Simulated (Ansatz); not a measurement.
# A correction line for wB97X-V/def2-TZVPP: atomisation enthalpy at 298 K

The atomisation enthalpy at 298 K in kJ/mol of 6 fluorocarbon molecules: x at wB97X-V/def2-TZVPP, y from tabulated heats of molecules and atoms (Active Thermochemical Tables, CRC Handbook of Chemistry and Physics). Shapes, held fixed at every level: PBE0-D4/def2-TZVP. Flexible molecules stand in one conformer, not always the lowest. Computed values hold a harmonic thermal term (PBE0-D4/def2-TZVP) and the atoms' spin-orbit lowering. Programs: Ansatz 0.2.0.

| molecule | x (kJ/mol) | y (kJ/mol) |
| --- | --- | --- |
| CH2F2 (difluoromethane) | 1763 | 1763 |
| CHF3 (trifluoromethane) | 1873 | 1869 |
| C2H4F2 (1,2-difluoroethane) | 2916 | 2915 |
| C2H4F2 (1,1-difluoroethane) | 2971 | ? |
| C2H3F3 (1,1,1-trifluoroethane) | 3085 | 3070 |
| C4F8 (octafluorocyclobutane) | 5104 | 5045 |

Question: Fit y = c + s·x to the known rows and predict y for C2H4F2 (1,1-difluoroethane).

Answer: 
1. Means of the 5 rows: x = 2948.20, y = 2932.4.
2. Σ(Δx)² = 7227979, Σ(Δx·Δy) = 7103068, so the slope is 7103068/7227979 = 0.98272.
3. Intercept: 2932.4 − (0.98272) × 2948.20 = 35.1. The largest residual of the fit is 14.
4. C2H4F2 (1,1-difluoroethane): 35.1 + 0.98272 × 2971 = 2955 kJ/mol.

The tabulated heats give 2965 kJ/mol, so the prediction is off by -10 kJ/mol, within the largest residual. Uncorrected, wB97X-V/def2-TZVPP misses C2H4F2 (1,1-difluoroethane) by +6 kJ/mol, and the other rows by 16 on average. The line makes this one worse. C4F8 lies far out in x and weighs most in the slope. Left out in turn, the other rows are missed by 16 kJ/mol on average, no better than no correction. The heats of C2H3F3 (1,1,1-trifluoroethane), C4F8 (octafluorocyclobutane) come from older tables and can be uncertain by 10 kJ/mol or more.
